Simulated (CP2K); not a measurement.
# PbS (Galena) (Fm-3m) in CP2K: further runs

One crystal, PbS (Galena), is run at these levels: PBEsol; tasks: single point, equation of state.

All numbers are computed with CP2K 2026.2; they aren't measurements. Logs are shortened: lines on timing, memory, paths and dates and some standing lists are left out, and cuts for length are marked.

## 1. Starting point

The structure is cubic, space group Fm-3m (No. 225). Conventional cell: a = 5.931 Å, b = 5.931 Å, c = 5.931 Å, α = 90.00°, β = 90.00°, γ = 90.00°. Pb (site symmetry m-3m) has 6 S at 2.97 Å as nearest neighbours. S (site symmetry m-3m) is surrounded by 6 Pb at 2.97 Å.

## 2. Single point, PBEsol, 26.09 Å³/atom

pbs_eos.inp

```
&GLOBAL
  PROJECT pbs_eos
  RUN_TYPE ENERGY_FORCE
  PRINT_LEVEL LOW
&END GLOBAL
&FORCE_EVAL
  METHOD QS
  STRESS_TENSOR ANALYTICAL
  &DFT
    BASIS_SET_FILE_NAME BASIS_MOLOPT_UZH
    POTENTIAL_FILE_NAME POTENTIAL_UZH
    &MGRID
      CUTOFF 450
      REL_CUTOFF 60
      NGRIDS 4
    &END MGRID
    &QS
      METHOD GPW
      EPS_DEFAULT 1.0E-9
    &END QS
    &KPOINTS
      SCHEME MONKHORST-PACK 8 8 8
      GAMMA_CENTERED T
      SYMMETRY T
      SYMMETRY_BACKEND SPGLIB
    &END KPOINTS
    &SCF
      SCF_GUESS ATOMIC
      EPS_SCF 1.0E-6
      MAX_SCF 100
      ADDED_MOS 10
      CHOLESKY OFF
      EPS_EIGVAL 1.0E-7
      &DIAGONALIZATION ON
        ALGORITHM STANDARD
      &END DIAGONALIZATION
      &MIXING ON
        METHOD BROYDEN_MIXING
        ALPHA 0.4
        BETA 1.5
        NBUFFER 8
      &END MIXING
      &SMEAR ON
        METHOD FERMI_DIRAC
        ELECTRONIC_TEMPERATURE [K] 580.226
      &END SMEAR
    &END SCF
    &XC
      &XC_FUNCTIONAL
        &GGA_X_PBE_SOL
        &END GGA_X_PBE_SOL
        &GGA_C_PBE_SOL
        &END GGA_C_PBE_SOL
      &END XC_FUNCTIONAL
    &END XC
    &PRINT
      &KPOINTS ON
      &END KPOINTS
      &MULLIKEN ON
      &END MULLIKEN
      &MO ON
        ENERGIES T
        OCCUPATION_NUMBERS T
        &EACH
          QS_SCF 0
        &END EACH
        ADD_LAST NUMERIC
      &END MO
    &END PRINT
  &END DFT
  &SUBSYS
    &CELL
      ABC 4.1942038726 4.1942038726 4.1942038726
      ALPHA_BETA_GAMMA 60.0000000005 60.0000000000 59.9999999998
      PERIODIC XYZ
    &END CELL
    &COORD
      SCALED
      Pb  0.0000000000 0.0000000000 0.0000000000
      S   0.5000000000 0.5000000000 0.5000000000
    &END COORD
    &KIND Pb
      BASIS_SET TZVP-MOLOPT-PBE-GTH-q4
      POTENTIAL GTH-PBE-q4
    &END KIND
    &KIND S
      BASIS_SET TZVP-MOLOPT-PBE-GTH-q6
      POTENTIAL GTH-PBE-q6
    &END KIND
    &PRINT
      &ATOMIC_COORDINATES ON
      &END ATOMIC_COORDINATES
      &CELL ON
      &END CELL
      &SYMMETRY ON
      &END SYMMETRY
    &END PRINT
  &END SUBSYS
  &PRINT
    &FORCES ON
    &END FORCES
    &STRESS_TENSOR ON
    &END STRESS_TENSOR
  &END PRINT
&END FORCE_EVAL
```

Potentials or basis: POTENTIAL_UZH Pb GTH-PBE-q4, S GTH-PBE-q6; TZVP-MOLOPT-PBE-GTH basis.

The run is started by

```
OMP_NUM_THREADS=2 cp2k.psmp -i pbs_eos.inp -o pbs_eos.out
```

pbs_eos.out:

```text

 CP2K| version string:                                       CP2K version 2026.2
 CP2K| Input file name                                               pbs_eos.inp

 GLOBAL| Force Environment number                                              1
 GLOBAL| Basis set file name                                    BASIS_MOLOPT_UZH
 GLOBAL| Potential file name                                       POTENTIAL_UZH
 GLOBAL| MM Potential file name                                     MM_POTENTIAL
 GLOBAL| Coordinate file name                                      __STD_INPUT__
 GLOBAL| Method name                                                        CP2K
 GLOBAL| Project name                                                    pbs_eos
 GLOBAL| Run type                                                   ENERGY_FORCE
 GLOBAL| FFT library                                                       FFTW3
[... 8 lines left out ...]
 GLOBAL| CPU model name                                                  UNKNOWN

 CELL| Volume [angstrom^3]:                                            52.171535
 CELL| Vector a [angstrom]:       4.194     0.000     0.000   |a| =     4.194204
 CELL| Vector b [angstrom]:       2.097     3.632     0.000   |b| =     4.194204
 CELL| Vector c [angstrom]:       2.097     1.211     3.425   |c| =     4.194204
 CELL| Angle (b,c), alpha [degree]:                                    60.000000
 CELL| Angle (a,c), beta  [degree]:                                    60.000000
 CELL| Angle (a,b), gamma [degree]:                                    60.000000
 CELL| Numerically orthorhombic:                                              NO
 CELL| Periodicity                                                           XYZ

 CELL_REF| Volume [angstrom^3]:                                        52.171535
 CELL_REF| Vector a [angstrom     4.194     0.000     0.000   |a| =     4.194204
 CELL_REF| Vector b [angstrom     2.097     3.632     0.000   |b| =     4.194204
 CELL_REF| Vector c [angstrom     2.097     1.211     3.425   |c| =     4.194204
 CELL_REF| Angle (b,c), alpha [degree]:                                60.000000
 CELL_REF| Angle (a,c), beta  [degree]:                                60.000000
[... 12 lines left out ...]
 TOTAL NUMBERS AND MAXIMUM NUMBERS

  Total number of            - Atomic kinds:                                   2
                             - Atoms:                                          2
                             - Shell sets:                                     2
                             - Shells:                                        14
                             - Primitive Cartesian functions:                  8
                             - Cartesian basis functions:                     36
                             - Spherical basis functions:                     34

  Maximum angular momentum of- Orbital basis functions:                        2
                             - Local part of the GTH pseudopotential:          0
                             - Non-local part of the GTH pseudopotential:      4

 MODULE QUICKSTEP: ATOMIC COORDINATES IN ANGSTROM
[... 110 lines left out ...]
  Total charge density on r-space grids:       -0.0000000274
  Total charge density g-space grids:          -0.0000000274

  Overlap energy of the core charge distribution:               0.00000000000421
  Self energy of the core charge distribution:                -31.30129766141820
  Core Hamiltonian energy:                                      6.72594660260477
  Hartree energy:                                              14.02287090617929
  Exchange-correlation energy:                                 -3.20547176312222
  Electronic entropic energy:                                  -0.00003308305316
  Fermi energy:                                                 0.16571251964220

  Total energy:                                               -13.75798499875101
  Total energy (extrapolated to T->0):                        -13.75796845722443

 MO| EIGENVALUES AND OCCUPATION NUMBERS FOR K POINT 1
 MO|
 MO|  Index      Eigenvalue [a.u.]        Eigenvalue [eV]             Occupation
 MO|      1              -0.308454              -8.393473               2.000000
 MO|      2              -0.152113              -4.139194               2.000000
 MO|      3               0.086111               2.343203               2.000000
 MO|      4               0.086111               2.343208               2.000000
 MO|      5               0.139980               3.809060               1.999998
 MO|      6               0.199648               5.432704               0.000000
 MO|      7               0.245922               6.691872               0.000000
 MO|      8               0.245922               6.691876               0.000000
 MO|      9               0.467544              12.722524               0.000000
 MO|     10               0.556260              15.136607               0.000000
 MO|     11               0.556261              15.136626               0.000000
 MO|     12               0.639160              17.392438               0.000000
 MO|     13               0.726914              19.780338               0.000000
[... 268 lines left out ...]
 MO|      4               0.056058               1.525415               2.000000
 MO|      5               0.115990               3.156254               2.000000
 MO|      6               0.225061               6.124219               0.000000
 MO|      7               0.280103               7.621987               0.000000
 MO|      8               0.313505               8.530909               0.000000
 MO|      9               0.440619              11.989864               0.000000
 MO|     10               0.570084              15.512775               0.000000
 MO|     11               0.604424              16.447213               0.000000
 MO|     12               0.640263              17.422435               0.000000
 MO|     13               0.662698              18.032918               0.000000
 MO|     14               0.777618              21.160073               0.000000
 MO|     15               0.789711              21.489121               0.000000
 MO| Sum:                                                              10.000000
 MO| E(Fermi):            0.165713 a.u.          4.509267 eV

 [... the levels of further k-points ...]

 !-----------------------------------------------------------------------------!
                     Mulliken Population Analysis

 #  Atom  Element  Kind  Atomic population                           Net charge
       1     Pb       1          3.206782                              0.793218
       2     S        2          6.793218                             -0.793218
 # Total charge                             10.000000                 -0.000000

 !-----------------------------------------------------------------------------!

 ENERGY| Total FORCE_EVAL ( QS ) energy [hartree]            -13.757985785620935

 FORCES| Atomic forces [hartree/bohr]
 FORCES|   Atom     x               y               z               |f|
 FORCES|      1 -1.50074079E-15  6.96065159E-16  1.15313242E-15   2.01654259E-15
 FORCES|      2  4.63918867E-15  4.26138438E-15  5.43252139E-15   8.31827849E-15
 FORCES| Sum     3.13844788E-15  4.95744954E-15  6.58565381E-15
 FORCES| Total atomic force                                       8.82026060E-15

 STRESS| Analytical stress tensor [bar]
 STRESS|                        x                   y                   z
 STRESS|      x        1.45410651204E+04   2.31254034104E-02  -1.61687988736E-02
 STRESS|      y        2.31254034104E-02   1.45416695917E+04   1.85528365730E-01
 STRESS|      z       -1.61687988736E-02   1.85528365730E-01   1.45413876343E+04
 STRESS| 1/3 Trace                                             1.45413741155E+04
 STRESS| Determinant                                           3.07479625639E+12

 STRESS| Eigenvectors and eigenvalues of the analytical stress tensor [bar]
 STRESS|                        1                   2                   3
 STRESS| Eigenvalues   1.45410622314E+04   1.45412982243E+04   1.45417618908E+04
 STRESS|      x           0.994233995962     -0.105453091611      0.019452679593
 STRESS|      y          -0.064112305865     -0.439159490159      0.896118605119
 STRESS|      z           0.085955648508      0.892198737767      0.443388135629
```

Wall time 7.3 s (2 threads of Arm Neoverse V2, shared host); peak memory 0.26 GiB.

What came out:

```yaml
Free_energy: -374.3738 eV
Pressure: 1.5 GPa
Band_gap_on_the_k_mesh: 0.10 eV, direct
Mulliken_charges: Pb +0.79; S -0.79 e
```

Caveat: Mulliken charges move with the basis; the potentials were made for another functional, which shifts forces and pressure; spin-orbit coupling is left out, which as a rule narrows the gap of such compounds by several tenths of an eV; the basis of atomic orbitals isn't converged, which shifts pressures, moduli and gaps.

## 3. Single point, PBEsol, 25.56 Å³/atom (volume scaled by 0.98)

Edit pbs_eos.inp of step 2 so:

```diff
@@ -11,2 +11,3 @@
     POTENTIAL_FILE_NAME POTENTIAL_UZH
+    WFN_RESTART_FILE_NAME previous-RESTART.kp
     &MGRID
@@ -27,3 +28,3 @@
     &SCF
-      SCF_GUESS ATOMIC
+      SCF_GUESS RESTART
       EPS_SCF 1.0E-6
@@ -72,4 +73,4 @@
     &CELL
-      ABC 4.1942038726 4.1942038726 4.1942038726
-      ALPHA_BETA_GAMMA 60.0000000005 60.0000000000 59.9999999998
+      ABC 4.1660540051 4.1660540052 4.1660540052
+      ALPHA_BETA_GAMMA 60.0000000008 59.9999999998 59.9999999997
       PERIODIC XYZ
```

Potentials or basis: POTENTIAL_UZH Pb GTH-PBE-q4, S GTH-PBE-q6; TZVP-MOLOPT-PBE-GTH basis.

The run is started by

```
OMP_NUM_THREADS=2 cp2k.psmp -i pbs_eos.inp -o pbs_eos.out
```

Run time: 8.4 s. Hardware: 2 threads of Arm Neoverse V2, shared host; peak memory 0.26 GiB.

The run converged. Its results:

```yaml
Free_energy: -374.3602 eV
Pressure: 2.8 GPa
Band_gap_on_the_k_mesh: 0.02 eV, direct
Mulliken_charges: Pb +0.80; S -0.80 e
```

Caveat: Mulliken charges move with the basis; the potentials were made for another functional, which shifts forces and pressure; spin-orbit coupling is left out, which as a rule narrows the gap of such compounds by several tenths of an eV; the basis of atomic orbitals isn't converged, which shifts pressures, moduli and gaps.

## 4. Single point, PBEsol, 26.61 Å³/atom (volume scaled by 1.02)

Edit pbs_eos.inp of step 3 so:

```diff
@@ -73,4 +73,4 @@
     &CELL
-      ABC 4.1660540051 4.1660540052 4.1660540052
-      ALPHA_BETA_GAMMA 60.0000000008 59.9999999998 59.9999999997
+      ABC 4.2219808667 4.2219808666 4.2219808667
+      ALPHA_BETA_GAMMA 60.0000000008 60.0000000005 60.0000000002
       PERIODIC XYZ
```

The run is started by

```
OMP_NUM_THREADS=2 cp2k.psmp -i pbs_eos.inp -o pbs_eos.out
```

Run time: 8 s. Hardware: 2 threads of Arm Neoverse V2, shared host; peak memory 0.26 GiB.

Results (log left out):

| Item | Value |
| --- | --- |
| Free energy | -374.3793 eV |
| Pressure | 0.3 GPa |
| Band gap on the k mesh | 0.18 eV, direct |
| Mulliken charges | Pb +0.79; S -0.79 e |

Caveat: Mulliken charges move with the basis; the potentials were made for another functional, which shifts forces and pressure; spin-orbit coupling is left out, which as a rule narrows the gap of such compounds by several tenths of an eV; the basis of atomic orbitals isn't converged, which shifts pressures, moduli and gaps.

## 5. Single point, PBEsol, 25.04 Å³/atom (volume scaled by 0.96)

Edit pbs_eos.inp of step 4 so:

```diff
@@ -73,4 +73,4 @@
     &CELL
-      ABC 4.2219808667 4.2219808666 4.2219808667
-      ALPHA_BETA_GAMMA 60.0000000008 60.0000000005 60.0000000002
+      ABC 4.1375184931 4.1375184932 4.1375184932
+      ALPHA_BETA_GAMMA 59.9999999999 59.9999999998 59.9999999997
       PERIODIC XYZ
```

The run is started by

```
OMP_NUM_THREADS=2 cp2k.psmp -i pbs_eos.inp -o pbs_eos.out
```

Run time: 8.5 s. Hardware: 2 threads of Arm Neoverse V2, shared host; peak memory 0.26 GiB.

It converged, with:

* Free energy: -374.3375 eV
* Pressure: 4.2 GPa
* Band gap on the k mesh: 0.06 eV, direct
* Mulliken charges: Pb +0.80; S -0.80 e

Caveat: Mulliken charges move with the basis; the potentials were made for another functional, which shifts forces and pressure; spin-orbit coupling is left out, which as a rule narrows the gap of such compounds by several tenths of an eV; the basis of atomic orbitals isn't converged, which shifts pressures, moduli and gaps.

## 6. Single point, PBEsol, 27.13 Å³/atom (volume scaled by 1.04)

Edit pbs_eos.inp of step 5 so:

```diff
@@ -73,4 +73,4 @@
     &CELL
-      ABC 4.1375184931 4.1375184932 4.1375184932
-      ALPHA_BETA_GAMMA 59.9999999999 59.9999999998 59.9999999997
+      ABC 4.2493970951 4.2493970951 4.2493970950
+      ALPHA_BETA_GAMMA 60.0000000008 60.0000000001 60.0000000004
       PERIODIC XYZ
```

Potentials or basis: POTENTIAL_UZH Pb GTH-PBE-q4, S GTH-PBE-q6; TZVP-MOLOPT-PBE-GTH basis.

The run is started by

```
OMP_NUM_THREADS=2 cp2k.psmp -i pbs_eos.inp -o pbs_eos.out
```

Run time: 8.3 s. Hardware: 2 threads of Arm Neoverse V2, shared host; peak memory 0.3 GiB.

Results (log left out):

- Free energy: -374.3775 eV
- Pressure: -0.8 GPa
- Band gap on the k mesh: 0.25 eV, direct
- Mulliken charges: Pb +0.78; S -0.78 e

Caveat: Mulliken charges move with the basis; the potentials were made for another functional, which shifts forces and pressure; spin-orbit coupling is left out, which as a rule narrows the gap of such compounds by several tenths of an eV; the basis of atomic orbitals isn't converged, which shifts pressures, moduli and gaps.

## 7. Single point, PBEsol, 24.52 Å³/atom (volume scaled by 0.94)

Edit pbs_eos.inp of step 6 so:

```diff
@@ -73,4 +73,4 @@
     &CELL
-      ABC 4.2493970951 4.2493970951 4.2493970950
-      ALPHA_BETA_GAMMA 60.0000000008 60.0000000001 60.0000000004
+      ABC 4.1085838507 4.1085838507 4.1085838508
+      ALPHA_BETA_GAMMA 59.9999999999 59.9999999997 59.9999999995
       PERIODIC XYZ
```

The run is started by

```
OMP_NUM_THREADS=2 cp2k.psmp -i pbs_eos.inp -o pbs_eos.out
```

Run time: 8.6 s. Hardware: 2 threads of Arm Neoverse V2, shared host; peak memory 0.26 GiB.

It converged, with:

* Free energy: -374.3050 eV
* Pressure: 5.8 GPa
* Band gap on the k mesh: 0.16 eV, direct
* Mulliken charges: Pb +0.80; S -0.80 e

Caveat: Mulliken charges move with the basis; the potentials were made for another functional, which shifts forces and pressure; spin-orbit coupling is left out, which as a rule narrows the gap of such compounds by several tenths of an eV; the basis of atomic orbitals isn't converged, which shifts pressures, moduli and gaps.

## 8. Single point, PBEsol, 27.65 Å³/atom (volume scaled by 1.06)

Edit pbs_eos.inp of step 7 so:

```diff
@@ -73,4 +73,4 @@
     &CELL
-      ABC 4.1085838507 4.1085838507 4.1085838508
-      ALPHA_BETA_GAMMA 59.9999999999 59.9999999997 59.9999999995
+      ABC 4.2764640484 4.2764640483 4.2764640484
+      ALPHA_BETA_GAMMA 60.0000000006 60.0000000000 59.9999999994
       PERIODIC XYZ
```

The run is started by

```
OMP_NUM_THREADS=2 cp2k.psmp -i pbs_eos.inp -o pbs_eos.out
```

Run time: 8.2 s. Hardware: 2 threads of Arm Neoverse V2, shared host; peak memory 0.3 GiB.

Results (log left out):

```yaml
Free_energy: -374.3689 eV
Pressure: -1.8 GPa
Band_gap_on_the_k_mesh: 0.31 eV, direct
Mulliken_charges: Pb +0.78; S -0.78 e
```

Caveat: Mulliken charges move with the basis; the potentials were made for another functional, which shifts forces and pressure; spin-orbit coupling is left out, which as a rule narrows the gap of such compounds by several tenths of an eV; the basis of atomic orbitals isn't converged, which shifts pressures, moduli and gaps.

## 9. Equation of state, PBEsol

Potentials or basis: POTENTIAL_UZH Pb GTH-PBE-q4, S GTH-PBE-q6; TZVP-MOLOPT-PBE-GTH basis.

No new run: the results of the series are fitted here.

Results:

| Quantity | Value |
| --- | --- |
| Equilibrium volume | 26.73 Å³/atom |
| Bulk modulus | 57 GPa |
| Pressure derivative of the bulk modulus | 4.0 |

Energy against volume, from the lowest point:
| volume (Å³/atom) | energy (meV/atom) |
| --- | --- |
| 24.521 | 37.18 |
| 25.042 | 20.90 |
| 25.564 | 9.59 |
| 26.086 | 2.76 |
| 26.607 | 0.00 |
| 27.129 | 0.93 |
| 27.651 | 5.22 |

Caveat: the potentials were made for another functional, which shifts forces and pressure; the basis of atomic orbitals isn't converged, which shifts pressures, moduli and gaps. Zero-point motion and thermal expansion aren't in these numbers.
